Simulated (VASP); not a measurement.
Runs of VASP 6.6.1 on GaN. The structure is hexagonal, space group P6_3mc (No. 186). Conventional cell: a = 3.180 Å, b = 3.180 Å, c = 5.166 Å, α = 90.00°, β = 90.00°, γ = 120.00°. Ga (site symmetry 3m) is surrounded by 4 N at 1.94 to 1.95 Å. Around N (site symmetry 3m) lie 4 Ga at 1.94 to 1.95 Å. 

```tsv
task	level	cell	cutoff (eV)	smearing	gap on the mesh (eV)	pressure (GPa)	relaxed volume (Å³/atom)	largest force (eV/Å)
relaxation of cell and atoms	PBEsol+D3	relaxed	600	fermi-dirac 0.05 eV	1.98	0.0	11.20	-
relaxation of cell and atoms	PBE+MBD	relaxed	600	fermi-dirac 0.05 eV	1.95	0.1	11.35	0.01
relaxation of cell and atoms	PBE+rVV10	relaxed	600	fermi-dirac 0.05 eV	(d)	0.0	11.65	0.01
relaxation of cell and atoms	PBE+D3(BJ)	relaxed	600	fermi-dirac 0.05 eV	(b)	0.0	11.52	0.01
relaxation of cell and atoms	PBEsol+D3(BJ)	relaxed	600	fermi-dirac 0.05 eV	2.02	0.1	11.16	0.01
relaxation of cell and atoms	PBE+D3	relaxed	600	fermi-dirac 0.05 eV	1.82	0.0	11.56	-
single point	PBE	as given	520	gaussian 0.028 eV	1.97	(a)	-	0.13
relaxation of cell and atoms	PBE+TS	relaxed	600	fermi-dirac 0.05 eV	1.87	0.1	11.50	-
relaxation of cell and atoms	PBE+D4	relaxed	600	fermi-dirac 0.05 eV	(c)	0.0	11.39	0.01
```

Alike in all rows: potentials or basis VASP PAW PBE potentials, release 64 (Ga_d, N); no spin polarisation; k mesh 10 × 10 × 5.

Question: Estimate the missing entries.

Answer: (a) 7.4; (b) 1.85; (c) 1.92; (d) 1.73.

Caveats: the PAW data sets were made with another functional, which shifts forces and pressure a little (some runs).

A k mesh can miss the band edges, and the runs leave out spin-orbit coupling on Ga.
